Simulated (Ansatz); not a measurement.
# Vibrational response of TaN

These are results of DFT PBE, scalar-relativistic, plane waves, PAW (Ansatz), not measurements. Plane waves to 420 eV; Γ-centred k mesh 24×24×20; Fermi-Dirac smearing of 0.15 eV. No spin polarisation. Phonons by linear response, acoustic sum rule imposed.

Equilibrium structure at this level:
```yaml
crystal:
  lattice:
    - [2.95046, 0.00000, 0.00000]
    - [-1.47523, 2.55517, 0.00000]
    - [0.00000, 0.00000, 2.89738]
  atoms:
    - { symbol: Ta, position: [0.33333, 0.66667, 0.50000] }
    - { symbol: N, position: [0.00000, 0.00000, 0.00000] }
```

It was relaxed at this level from a cell as deposited in COD. In a metal, frequencies depend on the k mesh and the smearing, soft modes most. Spin–orbit coupling is left out, which matters for heavy elements.

Optical modes at Γ:
| frequency (cm⁻¹) | degeneracy |
| --- | --- |
| 511 | 2 |
| 530 | 1 |

All 3 optical modes at Γ are real: no displacement of atoms at fixed cell lowers the energy to second order. Strains and modes at other wave vectors aren't tested by this run.
